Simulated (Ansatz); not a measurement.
# Static equation of state of random fluorite-type (Ti, Ce, Zr, Sn, Hf)O2 solid solution (96 atoms)

The cell holds 96 atoms: 6 Ce, 64 O, 6 Hf, 8 Ti, 6 Sn and 6 Zr. Cell: a = 10.210 Å, b = 10.880 Å, c = 10.340 Å, α = 90.1°, β = 89.5°, γ = 89.9°. It derives from TiO2 and CeO2, HfO2, ZrO2 and SnO2. The starting structure: Fluorite-type lattice (a = 5.09 Å, the mean of the end members), 2 x 2 x 2 cells, metal sites filled at random with 8 Ti, 6 Ce, 6 Zr, 6 Sn, 6 Hf; not relaxed, displaced by a Gaussian of 0.02 Å.

Calculated with Ansatz 0.2.0: Kohn-Sham DFT, PBE, PAW (set soft_2), plane waves; cutoff 420 eV, Γ point, fermi-dirac smearing of 0.025 eV, spin polarised, started with 4 moments up and 2 down in a pattern of our own, ending at 0.0 μB in the cell. Cell and atoms were relaxed first, to V0 = 11.965 Å³ an atom at a residual P0 = 0.004 GPa. The cell was then scaled evenly, and the atoms were relaxed at each volume.

| volume (Å³/atom) | pressure (GPa) |
| --- | --- |
| 10.769 | 19.94 |
| 11.247 | ? |
| 11.606 | 4.668 |
| 12.324 | -3.791 |
| 12.683 | -6.611 |

In doubt: a part-filled 4f shell, where there is one, can sit in one of many states, so energies may not be the lowest and differences between runs may mislead.

**Question.** Fit the third-order Birch–Murnaghan equation to the rows given and interpolate to the withheld row.

**Working.**

Take the Eulerian strain f = ½[(V0/V)^(2/3) − 1] and the normalised pressure F = (P − P0) / [3f(1 + 2f)^(5/2)]. The third-order Birch–Murnaghan equation is then the line F = B0 + (3/2)B0(B′ − 4) f, so u = f and v = F.

| u = f | v = F (GPa) |
| --- | --- |
| 0.0363829 | 153.210 |
| 0.0102567 | 144.093 |
| -0.00975633 | 136.201 |
| -0.0190504 | 127.542 |

With n = 4: mean u = 0.00445822, mean v = 140.262, Σ(u − ū)² = 0.0018075, Σ(u − ū)(v − v̄) = 0.79235. Slope b = 0.79235 / 0.0018075 = 438.36; intercept a = v̄ − b ū = 138.31.

So B0 = a = 138 GPa and B′ = 4 + 2b/(3a) = 6.11. At the withheld volume f = 0.02106, F = a + b f = 147.5 GPa, and P = P0 + 3f(1 + 2f)^(5/2) F.

Prediction at 11.247: 10.34 GPa. The run gave 10.72 GPa, so the fit is low by 0.38 GPa (3.6 % of the value).

B′ = 6.1 lies outside the range of 3 to 6 that is common for dense crystals. The series isn't one smooth equation of state: even a line fitted to all rows, the withheld one included, misses F by up to 2.5 %, the count of bonds changes along the series and an atom moves over 0.5 Å in some relaxation. B0 and B′ are then only the numbers of this fit, not moduli of the material. Among the rows given, the largest miss of the fit is at 10.769, by 0.14 GPa (0.51 % of the range of the table).

Limits: Static cells at zero temperature; the cell shape is held. The program notes that the SCF threshold of these relaxations is loose for the stress. Only the Γ point is sampled, in a cell whose shortest periodic width is 10 Å.

[Hosts, paths, dates, database ids (printed as entryN), source tags and the programs' standing remarks are cut or masked in the printed files.]
